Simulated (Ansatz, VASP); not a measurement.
One calculation of BN, two programs

```
B N
1.0
     2.50399    0.00000    0.00000
    -1.25200    2.16852    0.00000
     0.00000    0.00000    6.66120
B N
2 2
Cartesian
  0.0000 1.4457 1.6653
  1.2520 0.7228 4.9959
  0.4330 1.6957 4.9959
  1.6850 0.9728 1.6653
```

Change from the starting cell: all N atoms moved -0.500 Å, as atom 3 towards its neighbour atom 2 (B) at 1.446 Å.

Alike in both runs: task single point; functional PBE; k mesh 12 × 12 × 4; occupations gaussian, width 0.05 eV; no spin polarisation.

```csv
,VASP,Ansatz
version,VASP 6.6.1,Ansatz 0.2.0
potentials or method,"VASP PAW PBE potentials, release 64 (B, N)","scalar-relativistic, plane waves, PAW"
plane-wave cutoff (eV),520,420
valence electrons in the cell,16,16
```

|  | VASP | Ansatz | Ansatz less VASP |
| --- | --- | --- | --- |
| gap on the k mesh at the Fermi level (eV) | 1.76 | 1.78 | +0.020 |
| least direct gap on the mesh (eV) | 3.59 | 3.60 | +0.012 |
| rms of the force components (eV/Å) | 29.190 | 27.857 | -1.3326 |

Atom by atom the forces differ by 1.336 eV/Å (rms over components). With one functional, cell and mesh, what is left measures potentials, basis and numerics.

Caveats: forces of over 1 eV/Å show positions far from the minimum, so gaps and moduli don't describe the material at rest. A k mesh can miss the band edges.
